**Q:** I have a set of calculated WSe₂ cells, from squeezed to stretched, and I want to know what sets the shape of their energy curve. What should I look at first?

WSe₂ (P6₃/mmc), calculated with Ansatz 0.2.0: PBE+D3(BJ), PAW, no spin polarization, 420 eV cutoff, 12×12×2 k mesh, Gaussian smearing of 0.02 eV. All cell edges were strained equally and held while the atoms relaxed to 0.008 eV/Å. Energies are extrapolated to zero smearing and relative to the elements' standard crystals in the same functional; positive pressure means compression.

| volume (relaxed cell) (Å³/atom) | c/a (relaxed cell) | shortest distance (relaxed cell) (Å) | energy over elements (eV/atom) | pressure (GPa) |
| --- | --- | --- | --- | --- |
| 17.292 | 3.9014 | 2.496 | -0.502 | 13.040 |
| 18.120 | 3.9013 | 2.510 | -0.555 | 7.610 |
| 18.974 | 3.9013 | 2.522 | -0.584 | 3.350 |
| 20.760 | 3.9014 | 2.546 | -0.584 | -2.670 |
| 21.694 | 3.9014 | 2.557 | -0.562 | -4.790 |
| 22.656 | 3.9014 | 2.569 | -0.528 | -6.510 |

**A:** Start with the pressure, because it is the slope of the energy curve with its sign reversed. Positive pressure means that the crystal pushes outwards, negative pressure that it pulls inwards. The sign changes between 18.974 and 20.760 Å³/atom, so the energy has its minimum there. The zero of the energy belongs to the separate elements and is the same for all rows, so it shifts the valley without changing its shape.

**Q:** The valley looks lopsided to me. Is it?

**A:** Yes. The first and last cells have edges 4.5 % shorter and 4.5 % longer than the same unstrained cell, yet the squeezed one lies 26 meV/atom higher. The pressure shows the reason: it falls by 5.4 GPa over the first step and by only 1.7 GPa over the last. Divided by the relative change in volume, these falls give a stiffness of about 116 GPa at the squeezed end and 40 GPa at the stretched end. The crystal resists less and less as it grows, and this fall is steep enough to make squeezing cost more than stretching by the same amount.

**Q:** Between 18.974 and 20.760 the pressure falls by 6 GPa, more than in any other step. Does something happen to the crystal there?

**A:** That step is simply twice as long. Its two cells are strained by −1.5 % and +1.5 %, and the unstrained cell between them is not in the table. The rows are a selection that leaves out failed runs and some with graver warnings, among others, so a missing row is no sign of a change in the crystal. Once the fall in pressure is divided by the relative change in volume, the step takes its place in a steady decline of stiffness. The equal energies of the two rows also fit this picture, since they stand on opposite walls of the valley, close to its floor.

**Q:** So what gives way when the crystal is stretched? I would have said the W–Se bonds.

**A:** They give way less than you might think. WSe₂ is a stack of slabs, each with a plane of tungsten between two planes of selenium, and the slabs have no covalent bonds between them. From the first row to the last the cell edges grow by 9.4 %, but the shortest distance, which is the W–Se bond, grows by only 2.9 %. The atoms were free to settle inside each cell, and they used that freedom to spare the bonds.

**Q:** How can a bond avoid being stretched when the whole cell is stretched?

**A:** By turning. Each W–Se bond of length d runs partly sideways and partly upwards. Its sideways part is a/√3, where a is the short cell edge, and its upward part h follows from Pythagoras: h² = d² − a²/3. When a grows, the bond can lean over and lose height instead of becoming longer.

Two limiting cases show how far this goes. If the slab kept its thickness 2h, the bond would have to grow by about 5 %. If the bond kept its length of 2.496 Å, then at the largest cell, with a = 3.427 Å, the thickness would be 2√(2.496² − 3.427²/3) ≈ 3.04 Å. The calculated slab thins from 3.44 to 3.28 Å, which lies between these limits. Bond lengths and bond angles each have values they prefer, departures from either cost energy, and the atoms settle on a compromise. The neighbouring slabs take part in it: they press on the slab in the small cells and pull on it in the large ones, so it should thin less than it would alone.

**Q:** But the cell becomes taller while the slab becomes thinner. Where does the extra height go?

**A:** Into the space between the slabs. Half the long cell edge holds one slab and one such space, and it grows by 0.58 Å over the table. The slab thins by 0.16 Å, so the space has to open by 0.74 Å, from 2.67 to 3.41 Å between facing selenium planes. That is a widening of 28 %, about three times that of the cell edges. The weak joint takes up all of the added height and what the slab gives back as well.

**Q:** Can you tell how strongly the slabs push or pull on each other?

**A:** The calculation gives the stress along the stacking direction, and for relaxed atoms that is the quantity you want. Imagine a cut parallel to the slabs, first through a slab and then through the space beside it. If the two cuts carried different forces, the material between them would feel a net force, but the atoms have been relaxed until no such force is left. The stress along the stack is therefore also the push or pull per area across the joint.

It is a push of 8.5 GPa in the smallest cell and a pull of 2.1 GPa in the largest. More telling is how fast it changes. Over the first step it falls by about 35 GPa for each ångström of opening, over the last by only 2.5 GPa. The joint is stiff when closed and very soft when open.

**Q:** Why should it behave so differently at the two ends?

**A:** Consider the limits. When the slabs are pressed together, the filled electron shells of facing selenium atoms overlap. The Pauli principle then forces electrons into states of higher energy, and this repulsion rises roughly exponentially as the distance shrinks. When the slabs are far apart, no force is left at all. In between there is a weak attraction, mainly dispersion, which comes from the correlated motion of electrons in neighbouring slabs.

A pull that starts from zero at the balance distance and must return to zero far away has to pass through a maximum. Close to that maximum it hardly changes with distance. The stretched cells appear to be approaching it, although the pull still grows up to the last row. This account of the forces is standard theory; the table has no calculation without the dispersion term that would separate attraction from repulsion. The cells also widen sideways as the joint opens, so the numbers do not describe two rigid slabs being drawn apart.

**Q:** If the joint moves most, does it also store most of the energy?

**A:** No, and this is easily missed. Energy is stored by force times displacement, and the forces within the plane are larger. For a small equal strain of all edges, the two in-plane directions do 78 % of the work in the smallest cell and 89 % in the largest. The share rises from row to row because the stress along the stack, compared with that in the plane, is strongest in the squeezed cells and weakest in the stretched ones. These shares are by direction. The joint opens by more than the cell gains in height, so its own part of the energy should be somewhat larger than the share of the stack direction, but still well below half.

The reason lies in the structure. Along the stack, a soft joint sits in series with a stiff slab, and the joint can absorb the change in height. Sideways there is no such joint: the network of W–Se bonds runs through the whole plane, and every part of it has to follow the cell. The bonds can lean, but leaning has its own price. The steepness of the valley's walls is therefore mostly a matter of the covalent slab.

**Q:** Then why does the valley become softer on stretching, if the slab dominates it?

**A:** Because the slab softens too, only less. The in-plane stress changes by 6.2 GPa over the first step and by 2.4 GPa over the last, while the stress along the stack changes by 4.0 and then 0.3 GPa. The same limiting argument applies to a covalent bond: it resists compression ever more strongly, whereas its pull must finally vanish when the atoms are far apart. Both parts of the crystal thus lean the same way, and together they make the squeezed wall the steeper one.

**Q:** Can the lopsidedness be estimated without a detailed model?

**A:** Yes, from the shape of any smooth valley. Let ε be the relative change of the cell edges, measured from the minimum. Near it, the energy is E₀ + Aε² − Bε³, with B positive if the stretched wall is the flatter one, as it is here. The square term is the same for squeezing and stretching, so it cancels when the two are compared, and the squeezed cell lies higher by 2Bε³. The difference should grow as the cube of the strain.

Take the pair at 3 % as the reference; with more digits than the table prints, its difference is 7.49 meV/atom. At 4.5 % the strain is 1.5 times as large, so the estimate is 7.49 × 1.5³ ≈ 25.3 meV/atom. The calculation gives 26.1, so the estimate is 3 % too low. At half the reference strain it is 7.49/8 ≈ 0.94 meV/atom, against a calculated 0.84.

**Q:** So that is why the two middle rows print the same energy?

**A:** Yes. Halving the strain divides the difference by about eight, and what remains is lost when the energies are rounded to 1 meV/atom. I would not use so small a difference to decide which of the two cells is lower, since the finite plane-wave basis changes with the cell and could matter at that level. The small misses of the estimate may come from higher odd powers of ε, from a minimum slightly away from zero strain or from that same change of basis, and I would not read more into them.

**Q:** Can I trust the pressures themselves?

**A:** They agree with the energies. Over the first step the energy slope gives 10.2 GPa and the average of the two pressures 10.3 GPa. The largest disagreement, about 0.3 GPa, is in the double step, where a straight average overestimates a curved pressure. All rows carry a warning that the self-consistency threshold was loose for stresses; the agreement suggests that this does not upset the trend. The k mesh is a separate question. For the smallest cell, the notes to the data caution that the mesh may be coarse and that a band crossing between its points may be missed. That caution comes from the data makers' tests on other systems; the run itself reports neither problem. The comparison of energies and pressures can't settle the matter, because both share the mesh. At the sampled points that cell keeps a band gap of 0.58 eV, which makes a missed crossing less likely but does not exclude it.

**Q:** If I put WSe₂ in a press with a fluid around it, will I need 13 GPa to reach the smallest volume?

**A:** Don't read the table that way. All edges were strained equally, so the ratio c/a of long to short edge stayed fixed, and the listed pressure is an average over directions. In the smallest cell the stress is 15.3 GPa in the plane but only 8.5 GPa along the stack. A fluid presses equally from all sides, so the crystal would shorten more along the stack and less sideways. Because it can choose its shape, reaching a given volume should take less work than on the path of this table.

**Q:** What would I ask first about another layered crystal strained in this way?

**A:** Ask which directions contain a weak joint and which are bonded throughout. The joint should take up most of the change in height and soften fastest on opening, while the bonded directions should set most of the energy. That is an expectation from the mechanism, and these six cells of one compound test it only for WSe₂.
